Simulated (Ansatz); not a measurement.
KBr:

```
Br K
1.0
     0.00000    3.30000    3.30000
     3.30000    0.00000    3.30000
     3.30000    3.30000    0.00000
Br K
1 1
Direct
  0.50000 0.50000 0.50000
  0.00000 0.00000 0.00000
```

Program: Ansatz 0.2.0. Alike in all runs: task band structure; cell as given; cutoff (eV) 128; smearing fermi-dirac 0.05 eV; basis error allowed 0.001 eV/atom.

Question: Order these runs on this cell by their band gap on the k mesh, lowest first.
A. level revPBE; potentials or basis all-electron LAPW, scalar-relativistic; spin off; k mesh 7 × 7 × 7
B. level PBEsol; potentials or basis all-electron LAPW, scalar-relativistic; spin off; k mesh 7 × 7 × 7
C. level LDA; potentials or basis all-electron LAPW, relativistic spinors; spin SOC, no magnetisation; k mesh 5 × 5 × 5
D. level PBEsol; potentials or basis all-electron LAPW, relativistic spinors; spin SOC, no magnetisation; k mesh 5 × 5 × 5

Answer: C (3.87 eV), D (4.12 eV), B (4.28 eV), A (4.72 eV).

A k mesh can miss the band edges.

Not every run made on this cell is shown here.
